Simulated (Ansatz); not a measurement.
Crystal: Re.

```
Re
1.0
     2.76080    0.00000    0.00000
    -1.38040    2.39092    0.00000
     0.00000    0.00000    4.45820
Re
2
Direct
  0.66667 0.33333 0.75000
  0.33333 0.66667 0.25000
```

```yaml
Program: Ansatz 0.2.0
Task: relaxation of cell and atoms
Functional: PBE
Potentials_or_basis: all-electron LAPW, scalar-relativistic
Basis_error_allowed: 0.001 eV/atom
k_mesh: 11 × 11 × 6
Occupations: fermi-dirac, width 0.05 eV
Spin: no spin polarisation
```

At the start: volume 14.71 Å³/atom.

Task: How do energy, volume and symmetry change on relaxing?

Result: Over 4 steps the energy falls by 4.5 meV/atom and the volume is 14.96 Å³/atom (+1.6 %); space group P6_3/mmc (No. 194, to 0.05 Å).

The path:
| step | energy change (eV) | largest force (eV/Å) | volume (Å³) |
| --- | --- | --- | --- |
| 1 | 0.0000 | 0.0000 | 29.43 |
| 2 | -0.0090 | 0.0000 | 29.94 |
| 3 | -0.0091 | 0.0000 | 29.91 |
| 4 | -0.0091 | 0.0000 | 29.91 |

Final structure:
```
CELL_PARAMETERS angstrom
2.77504 0.00000 0.00000
-1.38752 2.40325 0.00000
0.00000 0.00000 4.48505
ATOMIC_POSITIONS crystal
Re 0.66667 0.33333 0.75000
Re 0.33333 0.66667 0.25000
```
